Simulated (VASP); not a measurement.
# Hf2Si (I4/mcm) in VASP: a series of runs

Runs on Hf2Si. Level: PBEsol. Tasks: relaxation of cell and atoms, single point.

Program: VASP 6.6.1. These are calculated values, not measurements. Logs are shortened: lines on timing, memory, paths and dates and some standing lists are left out, and cuts for length are marked.

### 1 The crystal as given

Symmetry: I4/mcm, No. 140, tetragonal system. The conventional cell has a = 6.551 Å, b = 6.551 Å, c = 5.166 Å, α = 90.00°, β = 90.00°, γ = 90.00°. Hf (site symmetry m2m) has 4 Si at 2.79 Å and 3 Hf at 2.90 to 3.11 Å as nearest neighbours. Si (site symmetry 422) has 2 Si at 2.58 Å and 8 Hf at 2.79 Å as nearest neighbours.

The cell comes from a database or a generator and needn't be the stable form of this composition.

### 2 Relaxation of cell and atoms, PBEsol

Input file INCAR:

```
SYSTEM = Hf2Si
  PREC = Accurate
  ENCUT = 300
  EDIFF = 1E-7
  ISMEAR = 0
  SIGMA = 0.1
  LREAL = .False.
  LASPH = .True.
  NELM = 60
  ALGO = Normal
  ISIF = 3
  LWAVE = .False.
  LCHARG = .False.
  GGA = PS
  IBRION = 2
  NSW = 90
  EDIFFG = -0.005
```

Input file KPOINTS:

```
regular mesh
0
Gamma
  10 10 10
  0 0 0
```

Input file POSCAR:

```
Hf2Si
1.0
   -3.2753522200      3.2753522200      2.5828233900
    3.2753522200     -3.2753522200      2.5828233900
    3.2753522200      3.2753522200     -2.5828233900
Hf Si
4 2
Direct
    0.3435136200      0.1564863800      0.5000000000
    0.8435136200      0.3435136200      0.1870272400
    0.6564863800      0.8435136200      0.5000000000
    0.1564863800      0.6564863800      0.8129727600
    0.2500000000      0.2500000000      0.0000000000
    0.7500000000      0.7500000000      0.0000000000
```

Potentials or basis: VASP PAW PBE potentials, release 64 (Hf_pv, Si).

Started as:

```sh
$ cat potpaw_PBE.64/Hf_pv/POTCAR potpaw_PBE.64/Si/POTCAR > POTCAR
$ mpirun -np 1 vasp_std > vasp.out
```

OUTCAR:

```text
SYSTEM = Hf2Si
   PREC = Accurate
   ENCUT = 300
   EDIFF = 1E-7
   ISMEAR = 0
   LREAL = .False.
   LASPH = .True.
   NELM = 60
   ISIF = 3
   GGA = PS
   IBRION = 2
   NSW = 90
   EDIFFG = -0.005

 ion  position               nearest neighbor table
   1  0.344  0.156  0.500-   6 2.79   5 2.79   5 2.79   6 2.79   3 2.90   3 3.11   3 3.11   4 3.30
                             2 3.30   4 3.30   2 3.30   4 3.50   2 3.50   2 3.50   4 3.50
   2  0.844  0.344  0.187-   5 2.79   6 2.79   6 2.79   5 2.79   4 2.90   4 3.11   4 3.11   1 3.30
                             3 3.30   3 3.30   1 3.30   1 3.50   3 3.50   1 3.50   3 3.50
   3  0.656  0.844  0.500-   5 2.79   6 2.79   6 2.79   5 2.79   1 2.90   1 3.11   1 3.11   4 3.30
                             2 3.30   4 3.30   2 3.30   4 3.50   2 3.50   4 3.50   2 3.50
   4  0.156  0.656  0.813-   5 2.79   6 2.79   6 2.79   5 2.79   2 2.90   2 3.11   2 3.11   1 3.30
                             3 3.30   3 3.30   1 3.30   1 3.50   3 3.50   1 3.50   3 3.50
   5  0.250  0.250  0.000-   6 2.58   6 2.58   2 2.79   4 2.79   4 2.79   2 2.79   1 2.79   1 2.79
                             3 2.79   3 2.79
   6  0.750  0.750  0.000-   5 2.58   5 2.58   2 2.79   4 2.79   4 2.79   2 2.79   3 2.79   1 2.79
                             1 2.79   3 2.79

  LATTYP: Found a body centered tetragonal cell.
 ALAT       =     6.5507044400
 C/A-ratio  =     0.7885635549

  Lattice vectors:

 A1 = (  -3.2753522200,   3.2753522200,   2.5828233900)
 A2 = (   3.2753522200,  -3.2753522200,   2.5828233900)
 A3 = (   3.2753522200,   3.2753522200,  -2.5828233900)

Analysis of symmetry for initial positions (statically):
=====================================================================
 Subroutine PRICEL returns:
 Original cell was already a primitive cell.

 Routine SETGRP: Setting up the symmetry group for a
 body centered tetragonal supercell.

 Subroutine GETGRP returns: Found 16 space group operations
 (whereof  8 operations were pure point group operations)
 out of a pool of 16 trial point group operations.

The static configuration has the point symmetry C_4h.
 The point group associated with its full space group is D_4h.

Analysis of symmetry for dynamics (positions and initial velocities):
=====================================================================
 Subroutine PRICEL returns:
 Original cell was already a primitive cell.

 Routine SETGRP: Setting up the symmetry group for a
 body centered tetragonal supercell.

 Subroutine GETGRP returns: Found 16 space group operations
 (whereof  8 operations were pure point group operations)
 out of a pool of 16 trial point group operations.

The dynamic configuration has the point symmetry C_4h.
[... 136 lines left out ...]
   IVDW    =     0    specifies the selected vdW correction
   LEPSILON=     F    determine dielectric tensor
   LRPA    =     F    only Hartree local field effects (RPA)
 conjugate gradient relaxation of ions
 non-spin polarized calculation
 Gauss-broadening in eV      SIGMA  =   0.10
  energy-cutoff  :      300.00
  volume of cell :      110.83
 maximum number of plane-waves:      1331
 NGX is ok and might be reduce to    30
   NGX = 15   NGY = 15   NGZ = 15

--------------------------------------- Ionic step        1  -------------------------------------------

 number of electron      48.0000001 magnetization

 Free energy of the ion-electron system (eV)
  ---------------------------------------------------
  ext. energy  EPLUGINS =         0.00000000
  ---------------------------------------------------
  free energy    TOTEN  =       -58.26477319 eV

  energy without entropy =      -58.25308867  energy(sigma->0) =      -58.25893093

------------------------ aborting loop because EDIFF is reached ----------------------------------------

  FORCE on cell =-STRESS in cart. coord.  units (eV):
  Direction    XX          YY          ZZ          XY          YZ          ZX
  --------------------------------------------------------------------------------------
  -------------------------------------------------------------------------------------
  Total       -2.0698510     -2.0698510     -1.9275066      0.0000000      0.0000000      0.0000000
  in kB      -29.9211958    -29.9211958    -27.8635050      0.0000000      0.0000000      0.0000000
  external PRESSURE =     -29.2352989 kB  Pullay stress =       0.0000000 kB
[... 101 lines left out ...]
  FREE ENERGIE OF THE ION-ELECTRON SYSTEM (eV)
  ---------------------------------------------------
  free  energy   TOTEN  =       -58.2850879064 eV

  energy  without entropy=      -58.2734854309  energy(sigma->0) =      -58.27928667

[... ionic steps 4 to 8 ...]

--------------------------------------- Ionic step        9  -------------------------------------------

 number of electron      48.0000010 magnetization

------------------------ aborting loop because EDIFF is reached ----------------------------------------
[... 75 lines left out ...]
--------------------------------------- Ionic step       11  -------------------------------------------

 number of electron      48.0000010 magnetization

 Free energy of the ion-electron system (eV)
  ---------------------------------------------------
  ext. energy  EPLUGINS =         0.00000000
  ---------------------------------------------------
  free energy    TOTEN  =       -58.28517244 eV

  energy without entropy =      -58.27358670  energy(sigma->0) =      -58.27937957

 E-fermi :   6.1281     XC(G=0): -11.7404

 val. band max:        6.1170587176   @ k =   0.5000   0.1000   0.0000
 cond. band min:       6.1292069744   @ k =   0.2000   0.2000   0.2000
 fundamental gap:      0.0121482568
 Fermi energy:         6.1281096111

 k-point     1 :       0.0000    0.0000    0.0000
  band No.  band energies     occupation
      1     -24.0880      2.00000
      2     -24.0767      2.00000
      3     -23.9523      2.00000
      4     -23.9523      2.00000
      5     -23.9180      2.00000
      6     -23.9180      2.00000
[... 733 lines left out ...]
     27       7.9976      0.00000
     28       8.4621      0.00000

 [... further k-points ...]

------------------------ aborting loop because EDIFF is reached ----------------------------------------

  FORCE on cell =-STRESS in cart. coord.  units (eV):
  Direction    XX          YY          ZZ          XY          YZ          ZX
  --------------------------------------------------------------------------------------
  -------------------------------------------------------------------------------------
  Total       -0.0005005     -0.0005005     -0.0081204      0.0000000      0.0000000      0.0000000
  in kB       -0.0073802     -0.0073802     -0.1197342      0.0000000      0.0000000      0.0000000
  external PRESSURE =      -0.0448315 kB  Pullay stress =       0.0000000 kB
[... 21 lines left out ...]
  FREE ENERGIE OF THE ION-ELECTRON SYSTEM (eV)
  ---------------------------------------------------
  free  energy   TOTEN  =       -58.2851724420 eV

  energy  without entropy=      -58.2735867004  energy(sigma->0) =      -58.27937957

 reached required accuracy - stopping structural energy minimisation
```

OSZICAR:

```text
N       E                     dE             d eps       ncg     rms          rms(c)
DAV:   1     0.145530755666E+03    0.14553E+03   -0.19303E+04  5968   0.106E+03
DAV:   2    -0.504473428856E+02   -0.19598E+03   -0.18962E+03  6984   0.285E+02
[... 82 lines left out ...]
  10 F= -.58285167E+02 E0= -.58279372E+02  d E =0.287449E-06
       N       E                     dE             d eps       ncg     rms          rms(c)
DAV:   1    -0.582851874259E+02   -0.20474E-04   -0.67338E-04  5720   0.172E-01    0.860E-02
DAV:   2    -0.582851773347E+02    0.10091E-04   -0.39826E-05  5764   0.374E-02    0.171E-02
DAV:   3    -0.582851733449E+02    0.39898E-05   -0.71207E-06  6336   0.151E-02    0.752E-03
DAV:   4    -0.582851723670E+02    0.97792E-06   -0.18377E-06  5928   0.841E-03    0.615E-03
DAV:   5    -0.582851724420E+02   -0.75004E-07   -0.16603E-07  4000   0.234E-03
  11 F= -.58285172E+02 E0= -.58279380E+02  d E =-.524431E-05
```

CONTCAR:

```text
Hf2Si
   1.00000000000000
    -3.2520188052369829    3.2520188052369829    2.5686289534425644
     3.2520188052369829   -3.2520188052369829    2.5686289534425644
     3.2520188052369829    3.2520188052369829   -2.5686289534425644
  Hf              Si
     4     2
Direct
     0.3433554728743353    0.1566445271256647    0.5000000000000000
     0.8433554728743352    0.3433554728743353    0.1867109457486634
     0.6566445271256648    0.8433554728743352    0.5000000000000000
     0.1566445271256647    0.6566445271256648    0.8132890542513366
     0.2500000000000000    0.2500000000000000    0.0000000000000000
     0.7500000000000000    0.7500000000000000    0.0000000000000000

  0.00000000E+00  0.00000000E+00  0.00000000E+00
  0.00000000E+00  0.00000000E+00  0.00000000E+00
  0.00000000E+00  0.00000000E+00  0.00000000E+00
  0.00000000E+00  0.00000000E+00  0.00000000E+00
  0.00000000E+00  0.00000000E+00  0.00000000E+00
  0.00000000E+00  0.00000000E+00  0.00000000E+00
```

Run time: 7.3 min. Hardware: 1 thread of Intel Xeon Platinum 8488C (Sapphire Rapids), shared host; peak memory 0.25 GiB.

Results:

```
Free energy                            : -58.2852 eV
Relaxed volume                         : 18.11 Å³/atom
Relaxed cell                           : a = 5.268 Å, b = 5.268 Å, c = 5.268 Å, α = 103.75°, β = 103.75°, γ = 121.63°
Space group after relaxing (to 0.05 Å) : I4/mcm (No. 140)
Energy gained by relaxing              : 3.4 meV/atom
Ionic steps                            : 11
Pressure after relaxing                : 0.0 GPa
Largest force after relaxing           : 0.003 eV/Å
Band gap on the k mesh                 : none (metal or under the smearing width)
```

Forces in eV/Å, atoms in the order of the input:
```
Hf   0.002 -0.002  0.000
Hf  -0.002 -0.002  0.000
Hf  -0.002  0.002  0.000
Hf   0.002  0.002  0.000
Si   0.000  0.000  0.000
Si   0.000  0.000  0.000
```

The path:
| step | energy change (eV) | largest force (eV/Å) | pressure (GPa) | volume (Å³) |
| --- | --- | --- | --- | --- |
| 1 | 0.0000 | 0.0341 | -2.92 | 110.83 |
| 2 | 0.0252 | 0.0223 | 4.76 | 105.51 |
| 3 | -0.0203 | 0.0146 | -0.01 | 108.67 |
| 4 | -0.0203 | 0.0141 | 0.05 | 108.62 |
| 5 | -0.0204 | 0.0059 | 0.04 | 108.63 |
| 6 | -0.0204 | 0.0043 | 0.04 | 108.63 |
| 7 | -0.0204 | 0.0047 | 0.04 | 108.63 |
| 8 | -0.0204 | 0.0053 | 0.04 | 108.63 |
| 9 | -0.0204 | 0.0048 | 0.04 | 108.63 |
| 10 | -0.0204 | 0.0017 | -0.05 | 108.70 |
| 11 | -0.0204 | 0.0033 | 0.00 | 108.66 |

Final structure:
```
CELL_PARAMETERS angstrom
-3.25202 3.25202 2.56863
3.25202 -3.25202 2.56863
3.25202 3.25202 -2.56863
ATOMIC_POSITIONS crystal
Hf 0.34336 0.15664 0.50000
Hf 0.84336 0.34336 0.18671
Hf 0.65664 0.84336 0.50000
Hf 0.15664 0.65664 0.81329
Si 0.25000 0.25000 0.00000
Si 0.75000 0.75000 0.00000
```

Caveat: the cutoff is under 1.25 times the usual one of these potentials, so pressure, stress and relaxed cells hold a basis-set (Pulay) error; the PAW data sets were made with another functional, which shifts forces and pressure a little.

### 3 Relaxation of cell and atoms, PBEsol

INCAR: that of step 2 with these lines changed.

```diff
@@ -2,3 +2,3 @@
   PREC = Accurate
-  ENCUT = 300
+  ENCUT = 600
   EDIFF = 1E-7
```

Input file KPOINTS:

```
regular mesh
0
Gamma
  4 4 4
  0 0 0
```

POSCAR is that of step 2.

Potentials or basis: VASP PAW PBE potentials, release 64 (Hf_pv, Si).

Started as:

```sh
$ cat potpaw_PBE.64/Hf_pv/POTCAR potpaw_PBE.64/Si/POTCAR > POTCAR
$ mpirun -np 1 vasp_std > vasp.out
```

It took 2.3 min on 1 thread of Intel Xeon Platinum 8488C (Sapphire Rapids), shared host; peak memory 0.29 GiB.

It converged, with:

* Free energy: -58.3291 eV
* Relaxed volume: 18.13 Å³/atom
* Relaxed cell: a = 5.267 Å, b = 5.267 Å, c = 5.267 Å, α = 103.90°, β = 103.90°, γ = 121.29°
* Space group after relaxing (to 0.05 Å): I4/mcm (No. 140)
* Energy gained by relaxing: 3.5 meV/atom
* Ionic steps: 6
* Pressure after relaxing: 0.0 GPa
* Largest force after relaxing: 0.004 eV/Å
* Band gap on the k mesh: none (metal or under the smearing width)

Forces in eV/Å, atoms in the order of the input:
```
Hf   0.003 -0.003  0.000
Hf  -0.003 -0.003  0.000
Hf  -0.003  0.003  0.000
Hf   0.003  0.003  0.000
Si   0.000  0.000  0.000
Si   0.000  0.000  0.000
```

Step by step:
| step | energy change (eV) | largest force (eV/Å) | pressure (GPa) | volume (Å³) |
| --- | --- | --- | --- | --- |
| 1 | 0.0000 | 0.0917 | -2.67 | 110.83 |
| 2 | 0.0150 | 0.0088 | 4.16 | 105.97 |
| 3 | -0.0196 | 0.0616 | 0.14 | 108.72 |
| 4 | -0.0211 | 0.0270 | 0.01 | 108.80 |
| 5 | -0.0211 | 0.0229 | -0.01 | 108.81 |
| 6 | -0.0212 | 0.0037 | 0.01 | 108.81 |

Final structure:
```yaml
crystal:
  lattice:
    - [-3.24598, 3.24598, 2.58168]
    - [3.24598, -3.24598, 2.58168]
    - [3.24598, 3.24598, -2.58168]
  atoms:
    - { symbol: Hf, position: [0.34286, 0.15714, 0.50000] }
    - { symbol: Hf, position: [0.84286, 0.34286, 0.18571] }
    - { symbol: Hf, position: [0.65714, 0.84286, 0.50000] }
    - { symbol: Hf, position: [0.15714, 0.65714, 0.81429] }
    - { symbol: Si, position: [0.25000, 0.25000, 0.00000] }
    - { symbol: Si, position: [0.75000, 0.75000, 0.00000] }
```

Levels at points of the mesh, in eV from the Fermi level:
```tsv
k point	band 21	band 22	band 23	band 24	band 25	band 26	band 27	band 28
(0.00, 0.00, 0.00)	-1.20	-1.20	-0.96	-0.79	2.11	2.12	2.16	2.70
(0.50, 0.00, 0.00)	-0.66	-0.66	-0.47	-0.47	0.28	0.28	2.08	2.08
(0.50, 0.50, 0.00)	-1.37	-1.00	-0.60	-0.31	1.37	1.47	1.74	2.23
(0.50, 0.50, 0.50)	-0.83	-0.35	0.12	0.40	0.47	0.47	1.42	1.55
```

Caveat: the k mesh is coarse (spacing up to 0.39 Å⁻¹), so the values aren't converged; the PAW data sets were made with another functional, which shifts forces and pressure a little.

### 4 Single point, PBEsol

Input file INCAR:

```
SYSTEM = Hf2Si
  PREC = Accurate
  ENCUT = 520
  EDIFF = 1E-7
  ISMEAR = 0
  SIGMA = 0.1
  LREAL = .False.
  LASPH = .True.
  NELM = 60
  ALGO = Normal
  ISIF = 2
  LWAVE = .False.
  LCHARG = .False.
  GGA = PS
  NBANDS = 33
```

Input file KPOINTS:

```
regular mesh
0
Gamma
  10 10 10
  0 0 0
```

POSCAR is that of step 3.

Started as:

```sh
$ cat potpaw_PBE.64/Hf_pv/POTCAR potpaw_PBE.64/Si/POTCAR > POTCAR
$ mpirun -np 1 vasp_std > vasp.out
```

Run time: 3.9 min. Hardware: 1 thread of Intel Xeon Platinum 8488C (Sapphire Rapids), shared host; peak memory 0.44 GiB.

Results (log left out):

```yaml
Free_energy: -58.2874 eV
Pressure: -2.6 GPa
Largest_force: 0.034 eV/Å
Band_gap_on_the_k_mesh: none (metal or under the smearing width)
```

Forces in eV/Å, atoms in the order of the input:
```
Hf   0.024 -0.024  0.000
Hf  -0.024 -0.024  0.000
Hf  -0.024  0.024  0.000
Hf   0.024  0.024  0.000
Si   0.000  0.000  0.000
Si   0.000  0.000  0.000
```

Stress tensor (GPa, compression positive):
```
-2.66  0.00  0.00
 0.00 -2.66  0.00
 0.00  0.00 -2.45
```

Levels at points of the mesh, in eV from the Fermi level:
```
           k point  band 20  band 21  band 22  band 23  band 24  band 25  band 26  band 27  band 28  band 29
(0.00, 0.00, 0.00)    -1.38    -1.27    -1.27    -0.99    -0.91     2.01     2.06     2.08     2.53     2.53
(0.50, 0.00, 0.00)    -1.09    -0.73    -0.73    -0.52    -0.52     0.19     0.19     1.97     1.97     3.22
(0.50, 0.50, 0.00)    -2.14    -1.44    -1.08    -0.65    -0.44     1.30     1.34     1.66     2.13     2.92
(0.50, 0.50, 0.50)    -2.01    -0.89    -0.45     0.01     0.32     0.36     0.36     1.33     1.42     1.72
```

Caveat: the PAW data sets were made with another functional, which shifts forces and pressure a little. Spin-orbit coupling is left out, which matters for the levels of Hf.

### 5 Overview

```tsv
task	cell	k mesh	cutoff (eV)	mesh quality	gap on the mesh (eV)	pressure (GPa)	relaxed volume (Å³/atom)
relaxation of cell and atoms	relaxed	10 × 10 × 10	300	not flagged	none	0.0	18.11
relaxation of cell and atoms	relaxed	4 × 4 × 4	600	coarse	none	0.0	18.13
single point	as given	10 × 10 × 10	520	not flagged	none	-2.6	-
```

Alike in all rows: level PBEsol; potentials or basis VASP PAW PBE potentials, release 64 (Hf_pv, Si); no spin polarisation; smearing gaussian 0.1 eV.

Caveats: some runs use coarse meshes; the PAW data sets were made with another functional, which shifts forces and pressure a little; the cutoff is under 1.25 times the usual one of these potentials, so pressure, stress and relaxed cells hold a basis-set (Pulay) error (some runs).

Absolute energies hang on the potentials; compare differences alone.
